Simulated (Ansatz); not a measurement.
Rh:

```
Rh
1.0
     0.00000    1.89785    1.89785
     1.89785    0.00000    1.89785
     1.89785    1.89785    0.00000
Rh
1
Cartesian
  0.0000 0.0000 0.0000
```

```yaml
Program: Ansatz 0.2.0
Task: relaxation of cell and atoms
Functional: PBEsol
Dispersion: D4
Potentials_or_basis: Ansatz PAW
Cutoff: "420 eV (not typed: the program's choice for these potentials)"
k_mesh: 12 × 12 × 12
Occupations: fermi-dirac, width 0.05 eV
Spin: no spin polarisation
```

At the start: volume 13.67 Å³/atom.

Question: How do energy, volume and symmetry change on relaxing?

Answer: It ends after 5 steps and the volume is 13.26 Å³/atom (-3.0 %); space group Fm-3m (No. 225, to 0.05 Å).

Step by step:
| step | energy change (eV) | largest force (eV/Å) | volume (Å³) |
| --- | --- | --- | --- |
| 1 | 0.0000 | 0.0000 | 13.67 |
| 2 | -0.0026 | 0.0000 | 12.91 |
| 3 | -0.0119 | 0.0000 | 13.28 |
| 4 | -0.0119 | 0.0000 | 13.26 |
| 5 | -0.0117 | 0.0000 | 13.26 |

Final structure:
```
CELL_PARAMETERS angstrom
0.00000 1.87877 1.87877
1.87877 0.00000 1.87877
1.87877 1.87877 0.00000
ATOMIC_POSITIONS crystal
Rh 0.00000 0.00000 0.00000
```

Caveat: the plane-wave basis is chosen anew once the cell has moved, so the energies of steps on either side of that aren't comparable; the PAW data sets come from PBE, with cores solved anew for the run's functional, which leaves a small shift of forces and pressure.
